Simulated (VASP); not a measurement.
TePt, 2 atoms in the cell. The structure is cubic, space group F-43m (No. 216). The conventional cell has a = 6.490 Å, b = 6.490 Å, c = 6.490 Å, α = 90.00°, β = 90.00°, γ = 90.00°. Around Pt (site symmetry -43m) lie 4 Te at 2.81 Å. Te (site symmetry -43m) is surrounded by 4 Pt at 2.81 Å. Measurements of this composition are mostly on another form, of space group No. 166.

| Property | Result |
| --- | --- |
| Program | VASP 6.6.1 |
| Task | single point |
| Functional | r2SCAN |
| Potentials or basis | VASP PAW PBE potentials, release 64 (Pt, Te) |
| Cutoff | 520 eV |
| k mesh | 5 × 5 × 5 |
| Occupations | gaussian, width 0.05 eV |
| Spin | collinear spin, ferromagnetic start |
| Starting moments | [0.5, 0.0] μB |
| Hubbard terms | Pt d U = 5 eV |
| Further INCAR settings | ALGO = Normal; EDIFF = 1e-06; NBANDS = 19 |

Potentials or basis: VASP PAW PBE potentials, release 64 (Pt, Te).

Command:

```sh
$ cat potpaw_PBE.64/Pt/POTCAR potpaw_PBE.64/Te/POTCAR > POTCAR
$ mpirun -np 1 vasp_std > vasp.out
```

Hardware: 1 thread of AMD EPYC 7R43 64-Core Processor (Zen 3), on a shared host.

**Question.** How long does it take, and how much memory?

**Answer.** Run time: 3.7 min on 1 thread of AMD EPYC 7R43 64-Core Processor (Zen 3), with other jobs on the host, peak memory 0.23 GiB. Counts: scf iterations 17, k points 10.
